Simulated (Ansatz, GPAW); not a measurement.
# TiSi2: programs and potentials compared

```
Ti Si
1.0
     1.76511   -6.75928    0.00000
     1.76511    6.75928    0.00000
     0.00000    0.00000    3.56517
Ti Si
2 4
Cartesian
  1.7665 5.4096 0.9303
  1.7627 -5.3266 2.7320
  1.7788 -3.4111 0.8933
  1.7285 3.4152 2.6512
  1.7665 0.7502 0.9085
  1.7353 -0.7895 2.6706
```

The cell comes from a database or a generator and needn't be the stable form of this composition.

Atoms were shifted at random by some hundredths of an Å from the given cell, which wasn't relaxed again for these runs.

Alike in all runs: task single point; functional PBEsol; k mesh 8 × 8 × 8; occupations fermi-dirac, width 0.05 eV; no spin polarisation; no spin-orbit coupling. Pressure is positive in compression and, in plane waves, holds the error of the finite cutoff, which Ansatz's Pulay term estimates and takes out.

```csv
program and potentials,plane-wave cutoff (eV),notes,band gap (eV),pressure (GPa),largest force (eV/Å)
"Ansatz, Ansatz PAW",420,"potentials made for PBE, which Ansatz adapts in part",?,?,?
"GPAW, PAW data sets generated for this functional",600,-,no gap,-1.19,0.699
"Ansatz, all-electron LAPW, scalar-relativistic",-,-,no gap,-1.66,0.693
```

Estimate from the other rows what the run with Ansatz, Ansatz PAW gave.

No band gap; pressure -1.65 GPa; largest force 0.693 eV/Å. Its pressure holds a Pulay term of +0.03 GPa. The other rows, which needn't bracket it: pressure -1.66 to -1.19; largest force 0.693 to 0.699.
